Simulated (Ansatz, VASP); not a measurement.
Two plane-wave programs on Na

```xyz
1
Lattice="-2.0983 2.0983 2.0983 2.0983 -2.0983 2.0983 2.0983 2.0983 -2.0983" Properties=species:S:1:pos:R:3 pbc="T T T"
Na    0.0000    0.0000    0.0000
```

Alike in both runs: functional PBE; k mesh 14 × 14 × 14; occupations gaussian, width 0.1 eV; no spin polarisation.

Ansatz relaxed the structure, and its values are those at the end. VASP's run is a single point on that final structure, the one shown.

```csv
,VASP,Ansatz
version,VASP 6.6.1,Ansatz 0.2.0
potentials or method,"VASP PAW PBE potentials, release 64 (Na_pv)","scalar-relativistic, plane waves, PAW"
plane-wave cutoff (eV),520,420
valence electrons in the cell,7,9
```

```csv
,VASP,Ansatz,Ansatz less VASP
gap on the k mesh at the Fermi level (eV),none,none,-
pressure (GPa),0.0,0.0,+0.01
```

A gap of «none» marks a metal or a gap that the smearing closes. The functional is the same, so the differences come from potentials, cutoffs and numerics. The two sets of potentials don't hold the same shells in valence.
